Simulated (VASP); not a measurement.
# Fe (Im-3m) in VASP: further runs

The runs below take Fe through relaxation of cell and atoms, with PBE.

Everything below comes from runs of VASP 6.6.1. Logs are shortened: lines on timing, memory, paths and dates and some standing lists are left out, and cuts for length are marked.

### Step 1. The crystal as given

The structure is cubic, space group Im-3m (No. 229). Conventional cell: a = 2.886 Å, b = 2.886 Å, c = 2.886 Å, α = 90.00°, β = 90.00°, γ = 90.00°. Fe (site symmetry m-3m) is surrounded by 8 Fe at 2.50 Å.

### Step 2. Relaxation of cell and atoms, PBE, collinear spin, ferromagnetic start

INCAR

```
SYSTEM = Fe
PREC = Accurate
ENCUT = 520
EDIFF = 1E-7
ISMEAR = 0
SIGMA = 0.1
LREAL = .False.
LASPH = .True.
NELM = 150
ALGO = Fast
ISIF = 3
LWAVE = .False.
LCHARG = .False.
ISPIN = 2
MAGMOM = 2.5
LORBIT = 11
LMAXMIX = 4
GGA = PE
IBRION = 2
NSW = 80
EDIFFG = -0.002
```

KPOINTS

```
regular mesh
0
Gamma
  8 8 8
  0 0 0
```

POSCAR

```
Fe
1.0
   -1.4430000000      1.4430000000      1.4430000000
    1.4430000000     -1.4430000000      1.4430000000
    1.4430000000      1.4430000000     -1.4430000000
Fe
1
Direct
    0.0000000000      0.0000000000      0.0000000000
```

Potentials or basis: VASP PAW PBE potentials, release 64 (Fe).

Launch:

```bash
cat potpaw_PBE.64/Fe/POTCAR > POTCAR
mpirun -np 1 vasp_std > vasp.out
```

OUTCAR:

```text
SYSTEM = Fe
   PREC = Accurate
   ENCUT = 520
   EDIFF = 1E-7
   ISMEAR = 0
   LREAL = .False.
   LASPH = .True.
   NELM = 150
   ISIF = 3
   ISPIN = 2
   LORBIT = 11
   GGA = PE
   IBRION = 2
   NSW = 80
   EDIFFG = -0.002

 ion  position               nearest neighbor table
   1  0.000  0.000  0.000-

  LATTYP: Found a body centered cubic cell.
 ALAT       =     2.8860000000

  Lattice vectors:

 A1 = (  -1.4430000000,   1.4430000000,   1.4430000000)
 A2 = (   1.4430000000,  -1.4430000000,   1.4430000000)
 A3 = (   1.4430000000,   1.4430000000,  -1.4430000000)

Analysis of symmetry for initial positions (statically):
=====================================================================
 Subroutine PRICEL returns:
 Original cell was already a primitive cell.

 Routine SETGRP: Setting up the symmetry group for a
 body centered cubic supercell.

 Subroutine GETGRP returns: Found 48 space group operations
 (whereof 48 operations were pure point group operations)
 out of a pool of 48 trial point group operations.

The static configuration has the point symmetry O_h .

Analysis of symmetry for dynamics (positions and initial velocities):
=====================================================================
 Subroutine PRICEL returns:
 Original cell was already a primitive cell.

 Routine SETGRP: Setting up the symmetry group for a
 body centered cubic supercell.

 Subroutine GETGRP returns: Found 48 space group operations
 (whereof 48 operations were pure point group operations)
 out of a pool of 48 trial point group operations.

The dynamic configuration has the point symmetry O_h .

Analysis of structural, dynamic, and magnetic symmetry:
=====================================================================
 Subroutine PRICEL returns:
 Original cell was already a primitive cell.

 Routine SETGRP: Setting up the symmetry group for a
 body centered cubic supercell.

 Subroutine GETGRP returns: Found 48 space group operations
 (whereof 48 operations were pure point group operations)
 out of a pool of 48 trial point group operations.

The overall configuration has the point symmetry O_h .

 Subroutine INISYM returns: Found 48 space group operations
 (whereof 48 operations are pure point group operations),
 and found     1 'primitive' translations

----------------------------------------------------------------------------------------

                                     Primitive cell

  volume of cell :      12.0187

[... 106 lines left out ...]
     AMIX_MAG =   1.60;   BMIX_MAG =  1.00
  volume/ion in A,a.u.               =      12.02        81.11
  Fermi-wavevector in a.u.,A,eV,Ry     =   1.429394  2.701162 27.798962  2.043166
  Thomas-Fermi vector in A             =   2.549352
   LORBIT       =     11    0 simple, 1 ext, 2 COOP (PROOUT), +10 PAW based schemes
   GGA     = PE    functional components
   LHFCALC =     F    Hartree Fock is set to
   AEXX    =    0.0000 exact exchange contribution
   IVDW    =     0    specifies the selected vdW correction
   LEPSILON=     F    determine dielectric tensor
   LRPA    =     F    only Hartree local field effects (RPA)
 conjugate gradient relaxation of ions
 spin polarized calculation
 RMM-DIIS sequential band-by-band and
 Gauss-broadening in eV      SIGMA  =   0.10
  energy-cutoff  :      520.00
  volume of cell :       12.02
 maximum number of plane-waves:       336
   NGX =  9   NGY =  9   NGZ =  9

--------------------------------------- Ionic step        1  -------------------------------------------

 number of electron       7.9999995 magnetization       2.3611280

 Free energy of the ion-electron system (eV)
  ---------------------------------------------------
  ext. energy  EPLUGINS =         0.00000000
  ---------------------------------------------------
  free energy    TOTEN  =        -8.21876077 eV

  energy without entropy =       -8.21459822  energy(sigma->0) =       -8.21667949

------------------------ aborting loop because EDIFF is reached ----------------------------------------

  FORCE on cell =-STRESS in cart. coord.  units (eV):
  Direction    XX          YY          ZZ          XY          YZ          ZX
  --------------------------------------------------------------------------------------
  -------------------------------------------------------------------------------------
  Total       -0.5652082     -0.5652082     -0.5652082      0.0000000      0.0000000     -0.0000000
  in kB      -75.3459754    -75.3459754    -75.3459754      0.0000000      0.0000000     -0.0000000
  external PRESSURE =     -75.3459754 kB  Pullay stress =       0.0000000 kB
[... 92 lines left out ...]
--------------------------------------- Ionic step        4  -------------------------------------------

 number of electron       8.0000003 magnetization       2.3440577

 Free energy of the ion-electron system (eV)
  ---------------------------------------------------
  ext. energy  EPLUGINS =         0.00000000
  ---------------------------------------------------
  free energy    TOTEN  =        -8.23069029 eV

  energy without entropy =       -8.22652906  energy(sigma->0) =       -8.22860967

 E-fermi :   5.6659     XC(G=0): -13.0238

 val. band max:        5.6578692447   @ k =   0.1250   0.1250   0.1250
 cond. band min:       5.6913318873   @ k =   0.5000   0.5000   0.5000
 fundamental gap:      0.0334626427
 Fermi energy:         5.6659185411

 spin component 1

 k-point     1 :       0.0000    0.0000    0.0000
  band No.  band energies     occupation
      1      -2.6751      1.00000
      2       3.3331      1.00000
      3       3.3331      1.00000
      4       3.3331      1.00000
      5       4.5764      1.00000
      6       4.5764      1.00000
      7      30.5436      0.00000
      8      30.5436      0.00000
      9      30.5436      0.00000
[... 265 lines left out ...]
 k-point    24 :      -0.3750    0.3750    0.2500
  band No.  band energies     occupation
      1       1.5993      1.00000
      2       2.0956      1.00000
      3       3.7858      1.00000
      4       4.2087      1.00000
      5       5.3280      1.00000
      6       7.9385      0.00000
      7      17.3114      0.00000
      8      20.2222      0.00000
      9      22.9563      0.00000

 [... further k-points ...]

 spin component 2

 k-point     1 :       0.0000    0.0000    0.0000
  band No.  band energies     occupation
      1      -2.5071      1.00000
      2       5.4526      0.99872
      3       5.4527      0.99872
      4       5.4527      0.99872
      5       7.3986      0.00000
      6       7.3987      0.00000
      7      30.2665      0.00000
      8      30.2665      0.00000
      9      30.2665      0.00000
[... 304 lines left out ...]
  FREE ENERGIE OF THE ION-ELECTRON SYSTEM (eV)
  ---------------------------------------------------
  free  energy   TOTEN  =        -8.2306902906 eV

  energy  without entropy=       -8.2265290573  energy(sigma->0) =       -8.22860967

 reached required accuracy - stopping structural energy minimisation

 total charge

# of ion       s       p       d       tot
------------------------------------------
    1        0.480   0.530   6.227   7.236

 magnetization (x)

# of ion       s       p       d       tot
------------------------------------------
    1       -0.015  -0.061   2.422   2.346
```

OSZICAR:

```text
N       E                     dE             d eps       ncg     rms          rms(c)
DAV:   1     0.168536421586E+02    0.16854E+02   -0.41878E+03  1084   0.108E+03
[... 49 lines left out ...]
RMM:   3    -0.823082052078E+01    0.30800E-03   -0.92206E-04  1044   0.573E-01    0.284E-01
RMM:   4    -0.823074894191E+01    0.71579E-04   -0.85579E-05  1044   0.113E-01    0.619E-02
RMM:   5    -0.823068822942E+01    0.60712E-04   -0.28240E-05  1044   0.820E-02    0.125E-02
RMM:   6    -0.823068971505E+01   -0.14856E-05   -0.35730E-06  1053   0.206E-02    0.660E-03
RMM:   7    -0.823068992472E+01   -0.20967E-06   -0.83293E-07   965   0.145E-02    0.337E-03
RMM:   8    -0.823069029470E+01   -0.36998E-06   -0.13328E-07   740   0.358E-03    0.113E-03
RMM:   9    -0.823069029064E+01    0.40637E-08   -0.25809E-08   612   0.239E-03
   4 F= -.82306903E+01 E0= -.82286097E+01  d E =-.119295E-01  mag=     2.3441
```

CONTCAR:

```text
Fe
   1.00000000000000
    -1.4234924877269588    1.4234924877269588    1.4234924877269588
     1.4234924877269588   -1.4234924877269588    1.4234924877269588
     1.4234924877269588    1.4234924877269588   -1.4234924877269588
  Fe
     1
Direct
     0.0000000000000000    0.0000000000000000    0.0000000000000000

  0.00000000E+00  0.00000000E+00  0.00000000E+00
```

Run time: 25 s. Hardware: 1 thread of Intel Xeon 6975P-C (Granite Rapids), shared host; peak memory 0.13 GiB.

Results:

- Free energy: -8.2307 eV
- Relaxed volume: 11.54 Å³/atom
- Relaxed cell: a = 2.466 Å, b = 2.466 Å, c = 2.466 Å, α = 109.47°, β = 109.47°, γ = 109.47°
- Space group after relaxing (to 0.05 Å): Im-3m (No. 229)
- Energy gained by relaxing: 11.9 meV/atom
- Ionic steps: 4
- Pressure after relaxing: 0.0 GPa
- Band gap on the k mesh: none (metal or under the smearing width)
- Net moment: 2.34 μB per cell
- Site moments: Fe +2.35 μB
- Valence electrons inside the program's atomic spheres: Fe 7.24

Step by step:
| step | energy change (eV) | largest force (eV/Å) | pressure (GPa) | volume (Å³) |
| --- | --- | --- | --- | --- |
| 1 | 0.0000 | 0.0000 | -7.53 | 12.02 |
| 2 | -0.0093 | 0.0000 | 2.74 | 11.06 |
| 3 | -0.0113 | 0.0000 | 1.81 | 11.43 |
| 4 | -0.0119 | 0.0000 | 0.00 | 11.54 |

Final structure:
```yaml
crystal:
  lattice:
    - [-1.42349, 1.42349, 1.42349]
    - [1.42349, -1.42349, 1.42349]
    - [1.42349, 1.42349, -1.42349]
  atoms:
    - { symbol: Fe, position: [0.00000, 0.00000, 0.00000] }
```

Caveat: the k mesh is coarse (spacing up to 0.38 Å⁻¹), so the values aren't converged.

### Step 3. Relaxation of cell and atoms, PBE, collinear spin, ferromagnetic start

This run uses another cell than the first one, of 11.54 Å³/atom, 0.960 times its volume.

INCAR is that of step 2.

KPOINTS is that of step 2.

POSCAR

```
Fe                                      
1.0
   -1.4234924877      1.4234924877      1.4234924877
    1.4234924877     -1.4234924877      1.4234924877
    1.4234924877      1.4234924877     -1.4234924877
  Fe            
     1
Direct
     0.0000000000000000    0.0000000000000000    0.0000000000000000
```

Potentials or basis: VASP PAW PBE potentials, release 64 (Fe).

Launch:

```bash
cat potpaw_PBE.64/Fe/POTCAR > POTCAR
mpirun -np 1 vasp_std > vasp.out
```

Wall time 15 s (1 thread of Intel Xeon 6975P-C (Granite Rapids), shared host); peak memory 0.12 GiB.

The run converged. Its results:

- Free energy: -8.2307 eV
- Pressure after relaxing: 0.0 GPa
- Band gap on the k mesh: none (metal or under the smearing width)
- Net moment: 2.34 μB per cell
- Site moments: Fe +2.35 μB
- Valence electrons inside the program's atomic spheres: Fe 7.24

Final structure:
```xyz
1
Lattice="-1.4235 1.4235 1.4235 1.4235 -1.4235 1.4235 1.4235 1.4235 -1.4235" Properties=species:S:1:pos:R:3 pbc="T T T"
Fe    0.0000    0.0000    0.0000
```

Levels at points of the mesh, in eV from the Fermi level:
Spin up:
| k point | band 3 | band 4 | band 5 | band 6 | band 7 | band 8 |
| --- | --- | --- | --- | --- | --- | --- |
| (0.00, 0.00, 0.00) | -2.33 | -2.33 | -1.09 | -1.09 | 24.88 | 24.88 |
| (0.50, 0.00, 0.00) | -1.05 | -0.91 | 0.29 | 0.53 | 7.19 | 18.25 |
| (0.50, 0.50, 0.50) | 0.03 | 0.03 | 0.03 | 9.82 | 9.82 | 9.82 |
Spin down:
```
           k point  band 1  band 2  band 3  band 4  band 5  band 6  band 7
(0.00, 0.00, 0.00)   -8.17   -0.21   -0.21   -0.21    1.73    1.73   24.60
(0.50, 0.00, 0.00)   -3.49   -1.48    0.63    1.61    1.99    2.74    8.67
(0.50, 0.50, 0.50)   -2.89   -2.89    2.44    2.44    2.44   10.12   10.12
```

Caveat: the k mesh is coarse (spacing up to 0.39 Å⁻¹), so the values aren't converged; the relaxation stopped at its first step, so nothing moved.
